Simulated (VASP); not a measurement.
# Mg3Te (I4/mmm) in VASP: phonons with PBE

Aim: the phonons of Mg3Te with PBE.

Program: VASP 6.6.1. These are calculated values, not measurements. Logs are shortened: lines on timing, memory, paths and dates and some standing lists are left out, and cuts for length are marked.

## Step 1: The structure

Symmetry: I4/mmm, No. 139, tetragonal system. The conventional cell has a = 4.279 Å, b = 4.279 Å, c = 10.565 Å, α = 90.00°, β = 90.00°, γ = 90.00°. Around Te (site symmetry 4/mmm) lie 12 Mg at 3.03 to 3.40 Å. Around Mg (site symmetry -4m2) lie 8 Mg at 3.03 to 3.40 Å and 4 Te at 3.40 Å. Mg (site symmetry 4/mmm) has 4 Te at 3.03 Å and 8 Mg at 3.40 Å as nearest neighbours.

The cell comes from a database or a generator and needn't be the stable form of this composition.

## Step 2: Phonons, PBE

Input file POSCAR:

```
Mg3Te
1.0
   -2.1393600000      2.1393600000      5.2824880000
    2.1393600000     -2.1393600000      5.2824880000
    2.1393600000      2.1393600000     -5.2824880000
Te Mg
1 3
Direct
    0.0000000000      0.0000000000      0.0000000000
    0.2500000000      0.7500000000      0.5000000000
    0.7500000000      0.2500000000      0.5000000000
    0.5000000000      0.5000000000      0.0000000000
```

Input file INCAR.step1:

```
PREC = Accurate
ENCUT = 600
EDIFF = 1E-8
ISMEAR = -1
SIGMA = 0.05
LREAL = F
LASPH = T
NELM = 100
ALGO = Normal
ISIF = 3
LWAVE = F
LCHARG = F
GGA = PE
IBRION = 2
NSW = 40
EDIFFG = -0.002
KPAR = 2
```

Input file INCAR.step2:

```
PREC = Accurate
ENCUT = 600
EDIFF = 1E-8
ISMEAR = -1
SIGMA = 0.05
LREAL = F
LASPH = T
NELM = 100
ALGO = Normal
ISIF = 2
LWAVE = F
LCHARG = F
GGA = PE
IBRION = 6
NFREE = 2
POTIM = 0.015
NSW = 1
KPAR = 2
```

Input file KPOINTS:

```
regular mesh
0
Gamma
  10 10 10
```

Potentials or basis: VASP PAW PBE potentials, release 64 (Te, Mg).

Launch:

```sh
> cat potpaw_PBE.64/Te/POTCAR potpaw_PBE.64/Mg/POTCAR > POTCAR
> cp INCAR.step1 INCAR
> mpirun -np 2 vasp_std > vasp.out
> cp CONTCAR POSCAR
> cp INCAR.step2 INCAR
> mpirun -np 2 vasp_std > vasp.out
```

OUTCAR:

```text
PREC = Accurate
   ENCUT = 600
   EDIFF = 1E-8
   ISMEAR = -1
   LREAL = F
   LASPH = T
   NELM = 100
   ISIF = 2
   GGA = PE
   IBRION = 6
   NFREE = 2
   POTIM = 0.015
   NSW = 1

 ion  position               nearest neighbor table
   1  0.000  0.000  0.000-   4 2.99   4 2.99   4 2.99   4 2.99   3 3.46   3 3.46   2 3.46   2 3.46
                             3 3.46   2 3.46   3 3.46   2 3.46
   2  0.250  0.750  0.500-   3 2.99   3 2.99   3 2.99   3 2.99   1 3.46   1 3.46   4 3.46   4 3.46
                             4 3.46   1 3.46   4 3.46   1 3.46
   3  0.750  0.250  0.500-   2 2.99   2 2.99   2 2.99   2 2.99   4 3.46   4 3.46   1 3.46   1 3.46
                             4 3.46   1 3.46   4 3.46   1 3.46
   4  0.500  0.500  0.000-   1 2.99   1 2.99   1 2.99   1 2.99   2 3.46   2 3.46   3 3.46   3 3.46
                             3 3.46   2 3.46   3 3.46   2 3.46

  LATTYP: Found a body centered tetragonal cell.
 ALAT       =     4.2327354396
 C/A-ratio  =     2.5829848700

  Lattice vectors:

 A1 = (  -2.1163677198,   2.1163677198,   5.4665457998)
 A2 = (   2.1163677198,  -2.1163677198,   5.4665457998)
 A3 = (   2.1163677198,   2.1163677198,  -5.4665457998)

Analysis of symmetry for initial positions (statically):
=====================================================================
 Subroutine PRICEL returns:
 Original cell was already a primitive cell.

 Routine SETGRP: Setting up the symmetry group for a
 body centered tetragonal supercell.

 Subroutine GETGRP returns: Found 16 space group operations
 (whereof 16 operations were pure point group operations)
 out of a pool of 16 trial point group operations.

The static configuration has the point symmetry D_4h.

Analysis of symmetry for dynamics (positions and initial velocities):
=====================================================================
 Subroutine PRICEL returns:
 Original cell was already a primitive cell.

 Routine SETGRP: Setting up the symmetry group for a
 body centered tetragonal supercell.

 Subroutine GETGRP returns: Found 16 space group operations
 (whereof 16 operations were pure point group operations)
 out of a pool of 16 trial point group operations.

The dynamic configuration has the point symmetry D_4h.

 Subroutine INISYM returns: Found 16 space group operations
 (whereof 16 operations are pure point group operations),
 and found     1 'primitive' translations

----------------------------------------------------------------------------------------

                                     Primitive cell

  volume of cell :      97.9389

  direct lattice vectors                    reciprocal lattice vectors
    -2.116367720  2.116367720  5.466545800     0.000000000  0.236253840  0.091465437
     2.116367720 -2.116367720  5.466545800     0.236253840  0.000000000  0.091465437
     2.116367720  2.116367720 -5.466545800     0.236253840  0.236253840  0.000000000

  length of vectors
     6.232266653  6.232266653  6.232266653     0.253341278  0.253341278  0.334113384

  position of ions in fractional coordinates (direct lattice)
     0.000000000  0.000000000  0.000000000
     0.250000000  0.750000000  0.500000000
     0.750000000  0.250000000  0.500000000
     0.500000000  0.500000000  0.000000000

  ion indices of the primitive-cell ions
   primitive index   ion index
                 1           1
                 2           2
                 3           3
                 4           4

----------------------------------------------------------------------------------------

 KPOINTS: regular mesh

Automatic generation of k-mesh.
 Grid dimensions read from file:
 generate k-points for:   10   10   10
[... 93 lines left out ...]
   LEPSILON=     F    determine dielectric tensor
   LRPA    =     F    only Hartree local field effects (RPA)
 finite differences with symmetry
 non-spin polarized calculation
  energy-cutoff  :      600.00
  volume of cell :       97.94
 maximum number of plane-waves:      3304
 NGX is ok and might be reduce to    50
   NGX = 25   NGY = 25   NGZ = 25

--------------------------------------- Ionic step        1  -------------------------------------------

 number of electron      12.0000000 magnetization

 Free energy of the ion-electron system (eV)
  ---------------------------------------------------
  ext. energy  EPLUGINS =         0.00000000
  ---------------------------------------------------
  free energy    TOTEN  =        -8.31210020 eV

  energy without entropy =       -8.29660703  energy(sigma->0) =       -8.30435362

------------------------ aborting loop because EDIFF is reached ----------------------------------------

  FORCE on cell =-STRESS in cart. coord.  units (eV):
  Direction    XX          YY          ZZ          XY          YZ          ZX
  --------------------------------------------------------------------------------------
  -------------------------------------------------------------------------------------
  Total       -0.0014692     -0.0014692      0.0046314      0.0000000     -0.0000000      0.0000000
  in kB       -0.0240350     -0.0240350      0.0757640      0.0000000     -0.0000000      0.0000000
  external PRESSURE =       0.0092314 kB  Pullay stress =       0.0000000 kB
[... 95 lines left out ...]
  FREE ENERGIE OF THE ION-ELECTRON SYSTEM (eV)
  ---------------------------------------------------
  free  energy   TOTEN  =        -8.3118736731 eV

  energy  without entropy=       -8.2963796480  energy(sigma->0) =       -8.30412666

[... ionic steps 4 to 10 ...]

--------------------------------------- Ionic step       11  -------------------------------------------

 number of electron      12.0000000 magnetization

------------------------ aborting loop because EDIFF is reached ----------------------------------------
[... 71 lines left out ...]
--------------------------------------- Ionic step       13  -------------------------------------------

 number of electron      12.0000000 magnetization

 Free energy of the ion-electron system (eV)
  ---------------------------------------------------
  ext. energy  EPLUGINS =         0.00000000
  ---------------------------------------------------
  free energy    TOTEN  =        -8.31201143 eV

  energy without entropy =       -8.29651834  energy(sigma->0) =       -8.30426488

 E-fermi :   4.4472     XC(G=0):  -8.8846

 val. band max:        4.4406834429   @ k =  -0.1000   0.5000   0.1000
 cond. band min:       4.4620028371   @ k =  -0.2000  -0.3000   0.2000
 fundamental gap:      0.0213193942
 Fermi energy:         4.4472327907

 k-point     1 :       0.0000    0.0000    0.0000
  band No.  band energies     occupation
      1      -7.7406      2.00000
      2       0.0082      2.00000
      3       0.2282      2.00000
      4       1.9406      2.00000
      5       1.9406      2.00000
      6       4.7258      0.00759
      7       5.8042      0.00000
      8       6.1793      0.00000
      9       6.1793      0.00000
     10       6.3860      0.00000
[... 287 lines left out ...]
 k-point    24 :       0.4000    0.3000    0.0000
  band No.  band energies     occupation
      1      -6.9964      2.00000
      2      -0.8214      2.00000
      3       0.0177      2.00000
      4       0.3119      2.00000
      5       2.7048      2.00000
      6       3.5797      2.00000
      7       4.7352      0.00628
      8       5.5609      0.00000
      9       6.5516      0.00000
     10       7.1224      0.00000

 [... further k-points ...]

------------------------ aborting loop because EDIFF is reached ----------------------------------------

  FORCE on cell =-STRESS in cart. coord.  units (eV):
  Direction    XX          YY          ZZ          XY          YZ          ZX
  --------------------------------------------------------------------------------------
  -------------------------------------------------------------------------------------
  Total       -0.0018438     -0.0018438      0.0053967      0.0000000      0.0000000      0.0000000
  in kB       -0.0301626     -0.0301626      0.0882840      0.0000000      0.0000000      0.0000000
  external PRESSURE =       0.0093196 kB  Pullay stress =       0.0000000 kB
[... 19 lines left out ...]
  FREE ENERGIE OF THE ION-ELECTRON SYSTEM (eV)
  ---------------------------------------------------
  free  energy   TOTEN  =        -8.3120114255 eV

  energy  without entropy=       -8.2965183366  energy(sigma->0) =       -8.30426488

 INTERNAL STRAIN TENSORS FROM DISPLACED ATOMS
 ============================================

 INTERNAL STRAIN TENSOR FOR ION    1 for displacements in x,y,z  (eV/Angst):
          X           Y           Z          XY          YZ          ZX
  --------------------------------------------------------------------------------
  x     0.00000     0.00000     0.00000     0.00000     0.00000     0.00000
  y     0.00000     0.00000     0.00000     0.00000     0.00000     0.00000
  z     0.00000     0.00000     0.00000     0.00000     0.00000     0.00000

 INTERNAL STRAIN TENSOR FOR ION    4 for displacements in x,y,z  (eV/Angst):
          X           Y           Z          XY          YZ          ZX
  --------------------------------------------------------------------------------
  x     0.00000     0.00000     0.00000     0.00000     0.00000     0.00000
  y     0.00000     0.00000     0.00000     0.00000     0.00000     0.00000
  z     0.00000     0.00000     0.00000     0.00000     0.00000     0.00000

 Eigenvectors and eigenvalues of the dynamical matrix
 ----------------------------------------------------

   1 f  =    7.439579 THz    46.744252 2PiTHz  248.157635 cm-1    30.767612 meV
             X         Y         Z           dx          dy          dz
      0.000000  0.000000  0.000000    -0.000000   -0.000000   -0.000000
      2.116368  0.000000  2.733273    -0.707079   -0.006293   -0.000000
      0.000000  2.116368  2.733273     0.707079    0.006293    0.000000
      0.000000  0.000000  5.466546    -0.000000   -0.000000    0.000000
[... 71 lines left out ...]
  12 f/i=    1.293478 THz     8.127161 2PiTHz   43.145777 cm-1     5.349392 meV
             X         Y         Z           dx          dy          dz
      0.000000  0.000000  0.000000    -0.000000   -0.000000    0.569320
      2.116368  0.000000  2.733273    -0.000000   -0.000000   -0.298954
      0.000000  2.116368  2.733273    -0.000000   -0.000000   -0.298954
      0.000000  0.000000  5.466546    -0.000000   -0.000000   -0.705072

 ELASTIC MODULI CONTR FROM IONIC RELAXATION (kBar)
 Direction    XX          YY          ZZ          XY          YZ          ZX
 --------------------------------------------------------------------------------
 XX        -286.0383    286.0383     -0.0000      0.0000      0.0000     -0.0000
 YY         286.0383   -286.0383      0.0000      0.0000     -0.0000      0.0000
 ZZ          -0.0000      0.0000     -0.0000      0.0000      0.0000      0.0000
 XY           0.0000      0.0000      0.0000      0.0000      0.0000      0.0000
 YZ           0.0000     -0.0000      0.0000      0.0000     -1.3457     -0.0000
 ZX          -0.0000      0.0000      0.0000      0.0000     -0.0000     -1.3457
 --------------------------------------------------------------------------------
```

Run time: 16 min. Hardware: 2 MPI ranks of Intel Xeon 6975P-C (Granite Rapids), shared host; peak memory 0.85 GiB.

What came out:

```
Relaxed volume                                          : 24.48 Å³/atom
Relaxed cell                                            : a = 6.232 Å, b = 6.232 Å, c = 6.232 Å, α = 140.30°, β = 140.30°, γ = 57.40°
Space group after relaxing (to 0.05 Å)                  : I4/mmm (No. 139)
Highest phonon frequency at Γ, LO-TO splitting left out : 248 cm⁻¹
Most unstable mode                                      : 43i cm⁻¹
```

Step by step:
```csv
step,energy change (eV),largest force (eV/Å),pressure (GPa),volume (Å³)
1,0.0000,0.0000,0.08,96.71
2,-0.0003,0.0000,0.03,96.87
3,-0.0010,0.0000,-0.11,97.37
4,-0.0012,0.0000,-0.37,98.35
5,-0.0013,0.0000,-0.27,97.95
6,-0.0015,0.0000,-0.25,97.95
7,-0.0020,0.0000,-0.22,97.95
8,-0.0027,0.0000,-0.14,97.95
9,-0.0032,0.0000,0.05,97.93
10,-0.0032,0.0000,0.00,97.94
```

Final structure:
```cif
data_structure
_symmetry_space_group_name_H-M 'P 1'
_symmetry_Int_Tables_number 1
_cell_length_a 6.2323
_cell_length_b 6.2323
_cell_length_c 6.2323
_cell_angle_alpha 140.297
_cell_angle_beta 140.297
_cell_angle_gamma 57.402
_cell_volume 97.94
loop_
_atom_site_label
_atom_site_type_symbol
_atom_site_fract_x
_atom_site_fract_y
_atom_site_fract_z
_atom_site_occupancy
Te1 Te 0.00000 0.00000 0.00000 1
Mg1 Mg 0.25000 0.75000 0.50000 1
Mg2 Mg 0.75000 0.25000 0.50000 1
Mg3 Mg 0.50000 0.50000 0.00000 1
```

Phonon frequencies in cm⁻¹ (negative: imaginary):
| q point | frequencies |
| --- | --- |
| (0.000, 0.000, 0.000) | -43 0 0 0 37 37 45 160 183 183 248 248 |

Caveat: some modes are imaginary.
